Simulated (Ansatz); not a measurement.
**Starting-point dependence of the GW gap of BN (P6_3/mmc)**

One-shot GW is not self-consistent; how far does the start matter for BN (P6_3/mmc)?

Main program and level: Ansatz 0.2.0; G0W0 on several functionals, plane waves, PAW.

Report form: the programs' logs are mostly left out.

In doubt: masses and optical values from hybrid runs of this build are listed as unsure (step 4), which bears on the screening that GW takes from such a start.

### Step 1. Set-up

It takes space group P6_3/mmc (No. 194, hexagonal). Conventional cell: a = 2.504 Å, b = 2.504 Å, c = 6.661 Å, α = 90.00°, β = 90.00°, γ = 120.00°. Nearest to B lie 3 N at 1.45 Å. N has 3 B at 1.45 Å nearest. Farther neighbours and most contacts between anions are not listed.

Structure file:

```cif
data_structure
_symmetry_space_group_name_H-M 'P 1'
_symmetry_Int_Tables_number 1
_cell_length_a 2.5040
_cell_length_b 2.5040
_cell_length_c 6.6612
_cell_angle_alpha 90.000
_cell_angle_beta 90.000
_cell_angle_gamma 120.000
_cell_volume 36.17
loop_
_atom_site_label
_atom_site_type_symbol
_atom_site_fract_x
_atom_site_fract_y
_atom_site_fract_z
_atom_site_occupancy
B1 B 0.33333 0.66667 0.25000 1
B2 B 0.66667 0.33333 0.75000 1
N3 N 0.33333 0.66667 0.75000 1
N4 N 0.66667 0.33333 0.25000 1
```

The cell and positions come from the Crystallography Open Database and are kept as given unless a step says otherwise. The default PAW set here is soft_2. Its files were made with PBE.

### Step 2. G0W0 on PBE

Now the one-shot GW correction: screening in the RPA, then the self-energy of the levels asked for.

This step: G0W0 on PBE, plane waves, PAW.

The input, input.yaml:

```yaml
crystal:
  lattice:
    - [2.50399, 0.0, 0.0]
    - [-1.251995, 2.1685189508, 0.0]
    - [0.0, 0.0, 6.6612]
  atoms:
    - { symbol: B, position: [0.3333333333, 0.6666666667, 0.25] }
    - { symbol: B, position: [0.6666666667, 0.3333333333, 0.75] }
    - { symbol: "N", position: [0.3333333333, 0.6666666667, 0.75] }
    - { symbol: "N", position: [0.6666666667, 0.3333333333, 0.25] }
kpoints:
  mp_grid: { grid: [9, 9, 2] }
hamiltonian:
  xc: pbe
scf:
  occupations: { method: fixed }
gw:
  n_empty_bands: 107
  ecut_chi: 120
  qp_bands: [v2, c2]
  qp_kpoints: band_edges
  screening: { model: contour_deformation }
```

The run is started by

```sh
$ ansatz run input.yaml --threads 2 --pin off --max-ram 92160MiB --backend cuda --events-out ev --progress --plain --runs-dir out --devices 1 --max-vram 13GiB  # rebuilt from the run's record
```

Run time: 12 s. Hardware: 1 × NVIDIA H100 80GB HBM3 (shared by 6 runs) with 2 threads of AMD EPYC 7R13 (Zen 3), shared host; peak memory 1.1 GiB; 13 s of CPU time.

This step gave:

- bands summed: 115
- RPA ε∞ on this mesh (eigenvalues): 2.521, 4.553, 4.553
- plane waves in the screening matrix: 107
- q-points in the mesh: 162
- G0W0 gap on the mesh: 5.909 eV
- k of the valence top: 0.3333, 0.3333, -0.5
- k of the conduction bottom: 0.1111, 0.4444, 0
- starting gap on the mesh: 4.404 eV
- Z at the valence top: 0.7845
- Z at the conduction bottom: 0.8180
- least direct G0W0 gap on the computed points: 6.250 eV

The gap on the mesh goes from 4.40 eV to 5.91 eV, a correction of +1.50 eV. Between the two edge states, bare exchange in place of the xc potential would open the gap by 8.50 eV, and correlation takes back 6.99 eV.

### Step 3. G0W0 on r2SCAN

One-shot GW remembers its start. Another functional's orbitals and levels show by how much.

This step: G0W0 on r2SCAN, plane waves, PAW.

Edit input.yaml of step 2 so:

```diff
@@ -13,3 +13,3 @@
 hamiltonian:
-  xc: pbe
+  xc: r2scan
 scf:
```

Run time: 21 s. Hardware: 1 × NVIDIA H100 80GB HBM3 (shared by 6 runs) with 2 threads; peak memory 1.2 GiB; 17 s of CPU time.

Numbers from this step:

```yaml
bands_summed: 115
rpa_eps_infinity_on_this_mesh_eigenvalues: 2.439, 4.132, 4.132
plane_waves_in_the_screening_matrix: 107
q_points_in_the_mesh: 162
g0w0_gap_on_the_mesh: 6.164 eV
k_of_the_valence_top: 0.3333, 0.3333, -0.5
k_of_the_conduction_bottom: 0.1111, 0.4444, 0
starting_gap_on_the_mesh: 4.976 eV
z_at_the_valence_top: 0.7990
z_at_the_conduction_bottom: 0.8323
least_direct_g0w0_gap_on_the_computed_points: 6.509 eV
```

Against the run with 9×9×2 mesh, 107 empty bands, screening to 120 eV on PBE, the gap moves by +0.25 eV, while the start moved by +0.57 eV.

### Step 4. G0W0 on HSE06

This step: G0W0 on HSE06, plane waves, PAW.

Edit input.yaml of step 3 so:

```diff
@@ -13,3 +13,3 @@
 hamiltonian:
-  xc: r2scan
+  xc: hse06
 scf:
```

The job ended after 25 s (1 × NVIDIA H100 80GB HBM3 (shared by 6 runs) with 2 threads; peak memory 1.4 GiB; 31 s of CPU time).

Numbers from this step:

```yaml
bands_summed: 115
rpa_eps_infinity_on_this_mesh_eigenvalues: 2.309, 3.766, 3.766
plane_waves_in_the_screening_matrix: 107
g0w0_gap_on_the_mesh: 6.537 eV
k_of_the_valence_top: 0.3333, 0.3333, -0.5
k_of_the_conduction_bottom: 0.1111, 0.4444, 0
starting_gap_on_the_mesh: 5.738 eV
least_direct_g0w0_gap_on_the_computed_points: 6.886 eV
```

Against the run with 9×9×2 mesh, 107 empty bands, screening to 120 eV on r2SCAN, the gap moves by +0.37 eV, while the start moved by +0.76 eV.

### Step 5. The starts together

All on the 9×9×2 mesh with 107 empty bands and screening to 120 eV. Times are wall times on 1 × NVIDIA H100 80GB HBM3 (shared by 6 runs) with 2 threads of AMD EPYC 7R13 (Zen 3), shared host, good to a factor of about two.

```csv
start,starting gap (eV),shift (eV),G0W0 gap (eV),RPA ε∞ (harmonic mean),"Z (valence, conduction)",time
PBE,4.40,+1.50,5.91,3.59,"0.78, 0.82",12 s
r2SCAN,4.98,+1.19,6.16,3.36,"0.80, 0.83",21 s
HSE06,5.74,+0.80,6.54,3.11,"0.81, 0.85",25 s
```

The parts of the quasiparticle energy at the two band edges (eV; QP = start + Σx + Σc − Vxc):

```csv
run,edge,start,Σx,Σc,Vxc,Z,QP
PBE,valence top,4.71,-20.61,2.63,-17.20,0.78,3.93
PBE,conduction bottom,9.12,-5.85,-4.36,-10.94,0.82,9.84
r2SCAN,valence top,4.44,-20.67,2.58,-17.46,0.80,3.81
r2SCAN,conduction bottom,9.42,-5.66,-4.18,-10.39,0.83,9.97
HSE06,valence top,3.90,-20.68,2.43,-17.92,0.81,3.57
HSE06,conduction bottom,9.64,-5.59,-4.09,-10.15,0.85,10.10
```

For a hybrid start, Vxc holds its share of exact exchange.

### Step 6. Results

| Item | Value |
| --- | --- |
| G0W0@PBE | 5.91 eV (start 4.40 eV) |
| G0W0@r2SCAN | 6.16 eV (start 4.98 eV) |
| G0W0@HSE06 | 6.54 eV (start 5.74 eV) |
| known limits | not at the basis limit; coarse k mesh |

What this shows: The starting gaps span 1.33 eV and the G0W0 gaps 0.63 eV. Between PBE and HSE06, 0.63 eV of the 1.33 eV survives, 47 %. HSE06 screens less than PBE (ε∞ 3.11 against 3.59). Of the 0.63 eV by which its G0W0 gap is higher, the correlation part gives +0.47 eV, and exchange with the one-particle terms, which follow the orbitals, +0.16 eV. The smallest correction, +0.80 eV, is on HSE06, the start nearest to reproducing itself. Bands and cutoff are finite, so the gap is not at the basis limit. The miss can reach some tenths of an eV and take either sign; the mesh is an error of its own. The 9×9×2 mesh is coarse for this cell (its supercell is 13 Å along the shortest edge). The RPA ε∞ on it, from the PBE start, is 2.52 and 4.55; such meshes misread the long-range screening, most where the gap is narrow.

[Paths, hosts, dates, memory and timing lines, banners, echoed tables and standing remarks are left out of the program output.]

[Logs are printed without paths, hosts, clocks, repeated set-up lines and the standing remarks that a program may print on its own settings, such as how far it seeks lower states.]

[Runs of the session that timed out or met a known fault of the program may be left out.]

[Cells called generated may have been cut or substituted from an entry of the Crystallography Open Database or the Materials Project.]

[Hosts, paths, dates, database ids (printed as entryN), source tags and the programs' standing remarks are cut or masked in the printed files.]
